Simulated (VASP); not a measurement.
# ZnS (Sphalerite): how numerical settings change the zone-centre modes, part 2 of 2

How far do the zone-centre frequencies of ZnS (Sphalerite) depend on the numerical settings? The starting structure is a measured crystal structure from the Crystallography Open Database.

VASP 6.6.1.

Results so far: reference T2 292.1 cm⁻¹.

## Step 3: Modes with a 6×6×6 mesh

Level of this step: LDA; plane waves and PAW (Zn, S) (VASP).

Against step 2 the input has a 6×6×6 mesh.

File INCAR:

```
SYSTEM = ZnS
PREC = Accurate
ENCUT = 450
EDIFF = 1E-08
NELM = 100
ISMEAR = 0
SIGMA = 0.03
LREAL = .FALSE.
ALGO = Normal
GGA = CA
NBANDS = 15
LORBIT = 11
LWAVE = .FALSE.
LCHARG = .FALSE.
KPAR = 8
IBRION = 8
LEPSILON = .TRUE.
LPEAD = .TRUE.
ISIF = 2
```

File POSCAR:

```
ZnS
1.0
    0.0000000000      2.6499951821      2.6499951821
    2.6499951821      0.0000000000      2.6499951821
    2.6499951821      2.6499951821      0.0000000000
Zn S
1 1
Direct
    0.0000000000      0.0000000000      0.0000000000
    0.7500000000      0.7500000000      0.7500000000
```

File KPOINTS:

```
Automatic mesh
0
Gamma
6 6 6
0 0 0
```

PAW data sets: Zn and S (LDA family, release 64).

The run is started by

```
mpirun -np 8 vasp_std
```

The log of the run:

```text
[banner, memory and clock lines left out]
running    8 mpi-ranks, on    1 nodes
[...]
[... a notice as in an earlier step ...]

 LDA part: xc-table for (Slater(with rela. corr.)+CA(PZ))
 , standard interpolation
 POSCAR, INCAR and KPOINTS ok, starting setup
[...]
entering main loop
       N       E                     dE             d eps       ncg     rms          rms(c)
DAV:   1     0.839294629022E+02    0.83929E+02   -0.85390E+03   488   0.132E+03
DAV:   2    -0.307360372400E+01   -0.87003E+02   -0.82079E+02   501   0.259E+02
DAV:   3    -0.858572867704E+01   -0.55121E+01   -0.54850E+01   613   0.658E+01
DAV:   4    -0.864207327520E+01   -0.56345E-01   -0.56332E-01   529   0.677E+00
[...]
DAV:  11    -0.820335217945E+01    0.34672E-05   -0.10298E-05   748   0.670E-02    0.384E-03
DAV:  12    -0.820335231534E+01   -0.13589E-06   -0.13480E-06   578   0.106E-02    0.136E-03
DAV:  13    -0.820335231193E+01    0.34115E-08   -0.37465E-08   627   0.157E-03
   1 F= -.82033523E+01 E0= -.82033523E+01  d E =-.624073E-11
[...]
RMM:  14    -0.210048117752E+00    0.30265E-07    0.14667E-08  1451   0.544E-06    0.215E-08
 first order change of Fermi-energy  -0.71801E-04
 force on displaced ion       1 direction 1 :  -6.804   0.000   0.000
 Born effective charge ion    1 direction 1 :   1.908   0.000   0.000
 Linear response progress:
  Degree of freedom:   2/  2
       N       E                     dE             d eps       ncg     rms          rms(c)
RMM:   1    -0.105286980109E+00   -0.10529E+00    0.51695E-02  3408   0.230E+00
RMM:   2    -0.102992587692E+00    0.22944E-02   -0.50059E-03  2241   0.662E-01    0.175E-01
RMM:   3    -0.103381136217E+00   -0.38855E-03   -0.34989E-04  2392   0.145E-01    0.868E-02
RMM:   4    -0.103768763075E+00   -0.38763E-03   -0.70631E-05  2424   0.533E-02    0.171E-02
[...]
RMM:  12    -0.103770691925E+00    0.32812E-07    0.38184E-08  2376   0.691E-06    0.359E-07
RMM:  13    -0.103770675494E+00    0.16430E-07    0.30837E-08  1635   0.355E-06    0.125E-07
RMM:  14    -0.103770633625E+00    0.41869E-07    0.34236E-08  1147   0.281E-06    0.364E-08
 first order change of Fermi-energy   0.45835E-03
 force on displaced ion       2 direction 1 :  -6.720  -0.000  -0.000
 Born effective charge ion    2 direction 1 :  -1.907   0.000   0.000
 Born effective charges drift removed
 Linear response finished
```

Elapsed: 71 s, on 8 MPI ranks of AMD EPYC 7R43, shared host; peak memory 1.6 GiB.

OUTCAR, selected parts (step 3):

```text
  Total        0.0058663      0.0058663      0.0058663      0.0000000      0.0000000     -0.0000000
  in kB        0.2525285      0.2525285      0.2525285      0.0000000      0.0000000     -0.0000000
  external PRESSURE =       0.2525285 kB  Pullay stress =       0.0000000 kB

 MACROSCOPIC STATIC DIELECTRIC TENSOR (including local field effects in DFT)
 ------------------------------------------------------
           6.011252     0.000000     0.000000
           0.000000     6.011252     0.000000
          -0.000000    -0.000000     6.011252
 ------------------------------------------------------

 MACROSCOPIC STATIC DIELECTRIC TENSOR IONIC CONTRIBUTION
 ------------------------------------------------------
           2.617468     0.000000    -0.000000
           0.000000     2.617468    -0.000000
          -0.000000    -0.000000     2.617468
 ------------------------------------------------------

[... 2 parts as in an earlier step ...]

[... 1 further part left out ...]
```

With a 6×6×6 mesh the mode is T2 292.0 cm⁻¹, -0.1 cm⁻¹ from the reference.

## Step 4: Modes with a cutoff of 280 eV

Against step 2 the input has ENCUT = 280.

INCAR: that of step 3 with these lines changed.

```diff
@@ -2,3 +2,3 @@
 PREC = Accurate
-ENCUT = 450
+ENCUT = 280
 EDIFF = 1E-08
```

POSCAR is that of step 3.

File KPOINTS:

```
Automatic mesh
0
Gamma
10 10 10
0 0 0
```

The run is started by

```
mpirun -np 8 vasp_std
```

The log of the run:

```text
[... set-up lines as in an earlier step ...]
 entering main loop
       N       E                     dE             d eps       ncg     rms          rms(c)
DAV:   1     0.653796185974E+02    0.65380E+02   -0.63228E+03  1418   0.935E+02
DAV:   2    -0.508715123517E+01   -0.70467E+02   -0.66856E+02  1662   0.202E+02
DAV:   3    -0.860354135921E+01   -0.35164E+01   -0.35079E+01  1669   0.496E+01
DAV:   4    -0.863257719726E+01   -0.29036E-01   -0.29031E-01  1767   0.473E+00
[...]
DAV:  12    -0.819672864946E+01   -0.14117E-06   -0.14820E-06  1683   0.851E-03    0.143E-03
DAV:  13    -0.819672862305E+01    0.26404E-07   -0.59722E-08  2002   0.272E-03    0.412E-04
DAV:  14    -0.819672862392E+01   -0.86561E-09   -0.75766E-09  1060   0.622E-04
   1 F= -.81967286E+01 E0= -.81967286E+01  d E =-.679124E-24
 Linear response reoptimize wavefunctions to high precision
DAV:   1    -0.819672862403E+01   -0.11482E-09   -0.57697E-10  1209   0.243E-04
DAV:   2    -0.819672862403E+01    0.15916E-11   -0.16814E-10   817   0.118E-04
 Linear response to external field (no local field effect), progress :
[...]
RMM:   8    -0.209195360875E+00   -0.88328E-08    0.18774E-08  9983   0.110E-04    0.341E-05
 first order change of Fermi-energy  -0.53544E-04
 force on displaced ion       1 direction 1 :  -6.936   0.000   0.000
 Born effective charge ion    1 direction 1 :   1.911   0.000   0.000
 Linear response progress:
  Degree of freedom:   2/  2
       N       E                     dE             d eps       ncg     rms          rms(c)
RMM:   1    -0.104934844499E+00   -0.10493E+00    0.53867E-02 12577   0.226E+00
RMM:   2    -0.102813261450E+00    0.21216E-02   -0.48130E-03  8418   0.589E-01    0.176E-01
RMM:   3    -0.103160894122E+00   -0.34763E-03   -0.23407E-04  8849   0.111E-01    0.878E-02
RMM:   4    -0.103527870703E+00   -0.36698E-03   -0.58127E-05  9089   0.458E-02    0.169E-02
[...]
RMM:  11    -0.103526664861E+00    0.13751E-07   -0.81454E-08  9201   0.151E-05    0.367E-06
RMM:  12    -0.103526637087E+00    0.27774E-07   -0.87257E-08  6683   0.101E-05    0.455E-07
RMM:  13    -0.103526643042E+00   -0.59549E-08   -0.91212E-08  3907   0.922E-06    0.112E-07
 first order change of Fermi-energy   0.33665E-03
 force on displaced ion       2 direction 1 :  -6.712   0.000   0.000
 Born effective charge ion    2 direction 1 :  -1.912   0.000   0.000
 Born effective charges drift removed
 Linear response finished
```

It took 66 s on 8 MPI ranks; peak memory 1.6 GiB; 8.4 min of CPU time.

From OUTCAR (step 4):

```text
  Total       -0.1964794     -0.1964794     -0.1964794      0.0000000      0.0000000      0.0000000
  in kB       -8.4578949     -8.4578949     -8.4578949      0.0000000      0.0000000      0.0000000
  external PRESSURE =      -8.4578949 kB  Pullay stress =       0.0000000 kB

 POSITION                                       TOTAL-FORCE (eV/Angst)
 -----------------------------------------------------------------------------------
      0.00000      0.00000      0.00000        -0.000000     -0.000000     -0.000000
      3.97499      3.97499      3.97499         0.000000      0.000000      0.000000
 -----------------------------------------------------------------------------------
    total drift:                               -0.000003     -0.000003     -0.000003

 MACROSCOPIC STATIC DIELECTRIC TENSOR (including local field effects in DFT)
 ------------------------------------------------------
           6.106967    -0.000000    -0.000000
           0.000000     6.106967    -0.000000
           0.000000    -0.000000     6.106967
 ------------------------------------------------------

 MACROSCOPIC STATIC DIELECTRIC TENSOR IONIC CONTRIBUTION
 ------------------------------------------------------
           2.602522    -0.000000     0.000000
          -0.000000     2.602522    -0.000000
           0.000000    -0.000000     2.602522
 ------------------------------------------------------

[... 1 part as in an earlier step ...]

[... 1 further part left out ...]
```

With a cutoff of 280 eV the mode is T2 292.9 cm⁻¹, +0.8 cm⁻¹ from the reference.

## Step 5: Modes with a 14×14×14 mesh

Against step 2 the input has a 14×14×14 mesh.

INCAR: that of step 4 with these lines changed.

```diff
@@ -2,3 +2,3 @@
 PREC = Accurate
-ENCUT = 280
+ENCUT = 450
 EDIFF = 1E-08
```

POSCAR is that of step 4.

File KPOINTS:

```
Automatic mesh
0
Gamma
14 14 14
0 0 0
```

The run is started by

```
mpirun -np 8 vasp_std
```

The log of the run:

```text
[... set-up lines as in an earlier step ...]
 entering main loop
       N       E                     dE             d eps       ncg     rms          rms(c)
DAV:   1     0.833669447258E+02    0.83367E+02   -0.84042E+03  3120   0.134E+03
DAV:   2    -0.331961947642E+01   -0.86687E+02   -0.81736E+02  3554   0.255E+02
DAV:   3    -0.858926262555E+01   -0.52696E+01   -0.52472E+01  3876   0.639E+01
DAV:   4    -0.864448676078E+01   -0.55224E-01   -0.55211E-01  3785   0.689E+00
[...]
DAV:  11    -0.820749580945E+01    0.31450E-05   -0.10144E-05  4897   0.681E-02    0.413E-03
DAV:  12    -0.820749592751E+01   -0.11807E-06   -0.12271E-06  3652   0.116E-02    0.165E-03
DAV:  13    -0.820749593037E+01   -0.28529E-08   -0.45963E-08  4051   0.187E-03
   1 F= -.82074959E+01 E0= -.82074959E+01  d E =-.241069E-25
 Linear response reoptimize wavefunctions to high precision
DAV:   1    -0.820749593113E+01   -0.75943E-09   -0.22997E-09  3106   0.111E-03
DAV:   2    -0.820749593118E+01   -0.53660E-10   -0.77515E-10  2204   0.221E-04
 Linear response to external field (no local field effect), progress :
[...]
RMM:  10    -0.210047710614E+00   -0.98978E-08   -0.62406E-09 25943   0.432E-05    0.131E-06
 first order change of Fermi-energy  -0.37102E-04
 force on displaced ion       1 direction 1 :  -6.807  -0.000  -0.000
 Born effective charge ion    1 direction 1 :   1.912   0.000   0.000
 Linear response progress:
  Degree of freedom:   2/  2
       N       E                     dE             d eps       ncg     rms          rms(c)
RMM:   1    -0.105262572046E+00   -0.10526E+00    0.51979E-02 31971   0.230E+00
RMM:   2    -0.102963960698E+00    0.22986E-02   -0.49366E-03 20670   0.676E-01    0.174E-01
RMM:   3    -0.103348641328E+00   -0.38468E-03   -0.34358E-04 22394   0.149E-01    0.867E-02
RMM:   4    -0.103736949346E+00   -0.38831E-03   -0.58055E-05 22681   0.537E-02    0.169E-02
[...]
RMM:  12    -0.103737528795E+00    0.37451E-07   -0.75640E-09 20722   0.233E-05    0.369E-07
RMM:  13    -0.103737551501E+00   -0.22706E-07    0.12336E-09 14463   0.203E-05    0.143E-07
RMM:  14    -0.103737545147E+00    0.63534E-08    0.29689E-09 11547   0.196E-05    0.416E-08
 first order change of Fermi-energy   0.23533E-03
 force on displaced ion       2 direction 1 :  -6.723   0.000   0.000
 Born effective charge ion    2 direction 1 :  -1.912   0.000   0.000
 Born effective charges drift removed
 Linear response finished
```

It took 5.6 min on 8 MPI ranks; peak memory 5.5 GiB; 45 min of CPU time.

From OUTCAR (step 5):

```text
  Total        0.0004291      0.0004291      0.0004291     -0.0000000     -0.0000000      0.0000000
  in kB        0.0184735      0.0184735      0.0184735     -0.0000000     -0.0000000      0.0000000
  external PRESSURE =       0.0184735 kB  Pullay stress =       0.0000000 kB

 POSITION                                       TOTAL-FORCE (eV/Angst)
 -----------------------------------------------------------------------------------
      0.00000      0.00000      0.00000        -0.000000     -0.000000      0.000000
      3.97499      3.97499      3.97499         0.000000      0.000000     -0.000000
 -----------------------------------------------------------------------------------
    total drift:                               -0.000001     -0.000001     -0.000001

 MACROSCOPIC STATIC DIELECTRIC TENSOR (including local field effects in DFT)
 ------------------------------------------------------
           6.117774     0.000000    -0.000000
           0.000000     6.117774     0.000000
          -0.000000     0.000000     6.117774
 ------------------------------------------------------

 MACROSCOPIC STATIC DIELECTRIC TENSOR IONIC CONTRIBUTION
 ------------------------------------------------------
           2.627551    -0.000000    -0.000000
          -0.000000     2.627551     0.000000
          -0.000000     0.000000     2.627551
 ------------------------------------------------------

[... 1 part as in an earlier step ...]

[... 1 further part left out ...]
```

With a 14×14×14 mesh the mode is T2 292.1 cm⁻¹, as with the reference.

## Step 6: Modes with finite displacements

Against step 2 the input has IBRION = 6, NFREE = 2, POTIM = 0.015, no LEPSILON and no LPEAD (also changed: NSW).

INCAR: that of step 5 with these lines changed.

```diff
@@ -15,5 +15,6 @@
 KPAR = 8
-IBRION = 8
-LEPSILON = .TRUE.
-LPEAD = .TRUE.
+IBRION = 6
+NFREE = 2
+POTIM = 0.015
+NSW = 1
 ISIF = 2
```

POSCAR is that of step 5.

File KPOINTS:

```
Automatic mesh
0
Gamma
10 10 10
0 0 0
```

The run is started by

```
mpirun -np 8 vasp_std
```

The log of the run:

```text
[... set-up lines as in an earlier step ...]
 entering main loop
       N       E                     dE             d eps       ncg     rms          rms(c)
[... 13 cycles as in an earlier step ...]
   1 F= -.82074580E+01 E0= -.82074580E+01  d E =-.480795E-21
[...]
2 F= -.82066901E+01 E0= -.82066901E+01  d E =-.491741E-21
[...]
3 F= -.82066901E+01 E0= -.82066901E+01  d E =-.494070E-21
[...]
4 F= -.82067012E+01 E0= -.82067012E+01  d E =-.494562E-21
[...]
5 F= -.82067012E+01 E0= -.82067012E+01  d E =-.493618E-21
 Finite differences progress:
  Degree of freedom:   2/  2
  Displacement:        2/  2
  Total:               4/  4
```

Elapsed: 38 s, on 8 MPI ranks; peak memory 1.9 GiB.

From OUTCAR (step 6):

```text
  Total        0.0006521      0.0029179      0.0029179      0.0000000     -0.1015817      0.0000000
  in kB        0.0280717      0.1256073      0.1256073      0.0000000     -4.3728117      0.0000000
  external PRESSURE =       0.0930954 kB  Pullay stress =       0.0000000 kB

 POSITION                                       TOTAL-FORCE (eV/Angst)
 -----------------------------------------------------------------------------------
      0.00000      0.00000      0.00000        -0.100823      0.000000      0.000000
      3.95999      3.97499      3.97499         0.100823      0.000000      0.000000
 -----------------------------------------------------------------------------------
    total drift:                                0.000143     -0.000001     -0.000001

  FREE ENERGIE OF THE ION-ELECTRON SYSTEM (eV)
  ---------------------------------------------------
  free  energy   TOTEN  =        -8.2067012386 eV

  energy  without entropy=       -8.2067012386  energy(sigma->0) =       -8.20670124

[... 2 parts as in an earlier step ...]

[... 1 further part left out ...]
[key lines of the parts left out:]
E-fermi :   2.6934
```

The last energy, forces and stress in OUTCAR belong to the last displaced cell, not to that of POSCAR.

With finite displacements the mode is T2 291.7 cm⁻¹, -0.4 cm⁻¹ from the reference.

## Step 7: The runs compared

```
                 run     T2                method  core minutes
           reference  292.1   perturbation theory          30.5
        a 6×6×6 mesh  292.0   perturbation theory          9.47
  a cutoff of 280 eV  292.9   perturbation theory           8.8
     a 14×14×14 mesh  292.1   perturbation theory          45.1
finite displacements  291.7  finite displacements          5.07
```

Modes are in cm⁻¹, degenerate ones as one, matched between runs by symmetry and order. A number in brackets counts the listed modes of one symmetry from the lowest. The symmetry labels come from an automatic analysis and can be wrong where levels nearly coincide. Core minutes are wall time times ranks of the run shown, on a shared host.

## Step 8: Outcome

```yaml
t2_reference: 292.1 cm⁻¹
t2_a_6x6x6_mesh: 292.0 cm⁻¹
t2_a_cutoff_of_280_ev: 292.9 cm⁻¹
t2_a_14x14x14_mesh: 292.1 cm⁻¹
t2_finite_displacements: 291.7 cm⁻¹
```

In words: The largest change comes with a cutoff of 280 eV: +0.8 cm⁻¹ in T2. On finer settings the modes change by less than 0.1 cm⁻¹ with a 14×14×14 mesh. Other changes move the modes by more: +0.8 cm⁻¹ in T2 with a cutoff of 280 eV and -0.4 cm⁻¹ in T2 with finite displacements. The dielectric constants and Born charges in the logs aren't compared here; at a small gap they can be far off, and in a run without a gap they mean nothing. The frequencies are harmonic, and the splitting of polar modes by their long-range field is left out. Further runs on this material are not shown.

[Lines on the potential files, build, host, timing and source positions are cut from VASP's logs without a mark.]

[Logs are printed without paths, hosts, clocks, repeated set-up lines and the standing remarks that a program may print on its own settings, such as how far it seeks lower states.]

[Hosts, paths, dates, database ids (printed as entryN), source tags and the programs' standing remarks are cut or masked in the printed files.]
